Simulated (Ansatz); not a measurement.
# SnSe: stress in a strained cell

Aim: deform SnSe (zz strain of -1 %) and compute stress, forces and field gradients with LAPW, PAW and all-electron datasets made for the crystal.

Program: Ansatz 0.2.0. Level of theory: DFT PBEsol, scalar-relativistic. These are calculated values, not measurements.

**1. The starting structure**

The structure is cubic, space group Fm-3m (No. 225). The conventional cell has a = 6.020 Å, b = 6.020 Å, c = 6.020 Å, α = 90.00°, β = 90.00°, γ = 90.00°. Sn (site symmetry m-3m) is surrounded by 6 Se at 3.01 Å. Se (site symmetry m-3m) has 6 Sn at 3.01 Å as nearest neighbours.

As a file:

```cif
data_structure
_symmetry_space_group_name_H-M 'P 1'
_symmetry_Int_Tables_number 1
_cell_length_a 4.2568
_cell_length_b 4.2568
_cell_length_c 4.2568
_cell_angle_alpha 60.000
_cell_angle_beta 60.000
_cell_angle_gamma 60.000
_cell_volume 54.54
loop_
_atom_site_label
_atom_site_type_symbol
_atom_site_fract_x
_atom_site_fract_y
_atom_site_fract_z
_atom_site_occupancy
Sn1 Sn 0.00000 0.00000 0.00000 1
Se1 Se 0.50000 0.50000 0.50000 1
```

Atoms are numbered in the order of the input: Sn1, Se2.

**2. After the deformation**

Space group Fm-3m before, I4/mmm after.

**3. Full-potential LAPW**

File input.yaml:

```yaml
crystal:
  lattice:
    - [0.0, 3.01, 2.9799]
    - [3.01, 0.0, 2.9799]
    - [3.01, 3.01, 0.0]
  atoms:
    - { symbol: Sn, position: [0.0, 0.0, 0.0] }
    - { symbol: Se, position: [0.5, 0.5, 0.5] }
kpoints:
  mp_grid: { grid: [7, 7, 7] }
  band_path:
    path:
      - [0.0, 0.0, 0.0]
      - [0.0, 0.5, 0.5]
      - [0.25, 0.75, 0.5]
      - [0.0, 0.5, 0.0]
      - [0.0, 0.0, 0.0]
      - [0.5, 0.5, 0.0]
      - [0.3775380063, 0.6224619937, 0.0]
      - [-0.3775380063, 0.3775380063, 0.0]
      - [0.0, 0.0, 0.0]
    npoints: 5
scf:
  occupations: { method: fermi_dirac, width: 0.01 }
hamiltonian:
  xc: pbesol
  pseudopotentials: { kind: all_electron, lapw: { basis_error: 0.0005 } }
output:
  forces: true
  stress: true
  eigenvalues: true
```

Launch:

```
> ansatz run input.yaml --threads 1 --pin off --max-ram 3072MiB --backend cpu --events-out ev --progress --plain --runs-dir out
```

**4. PAW on the default files**

File input.yaml:

```yaml
crystal:
  lattice:
    - [0.0, 3.01, 2.9799]
    - [3.01, 0.0, 2.9799]
    - [3.01, 3.01, 0.0]
  atoms:
    - { symbol: Sn, position: [0.0, 0.0, 0.0] }
    - { symbol: Se, position: [0.5, 0.5, 0.5] }
kpoints:
  mp_grid: { grid: [7, 7, 7] }
scf:
  occupations: { method: fermi_dirac, width: 0.01 }
hamiltonian:
  xc: pbesol
  pseudopotentials: { kind: paw }
output:
  forces: true
  stress: true
  eigenvalues: true
  efg: { contact_densities: true }
```

**5. All-electron PAW on datasets made for the crystal**

Edit input.yaml of step 4 so:

```diff
@@ -14,3 +14,3 @@
   xc: pbesol
-  pseudopotentials: { kind: paw }
+  pseudopotentials: { kind: all_electron, datasets: crystal }
 output:
```

(Steps that only read results are left out.)

What does the calculation give? Wanted: pressure; largest shear or deviatoric stress.

The runs gave:

| quantity | value |
| --- | --- |
| pressure | LAPW -1.39, PAW -1.39, crystal datasets -1.39 GPa |
| largest shear or deviatoric stress (LAPW) | 0.81 GPa |

The largest part of the stress beyond the pressure is 0.81 GPa in size, in the zz component; the atoms are carried along and not relaxed. No run of the undeformed cell stands beside it, so the pressure holds what the given cell had before the change. PAW: stress within 0.01 GPa of LAPW. Crystal datasets: stress within 0.01 GPa of LAPW.
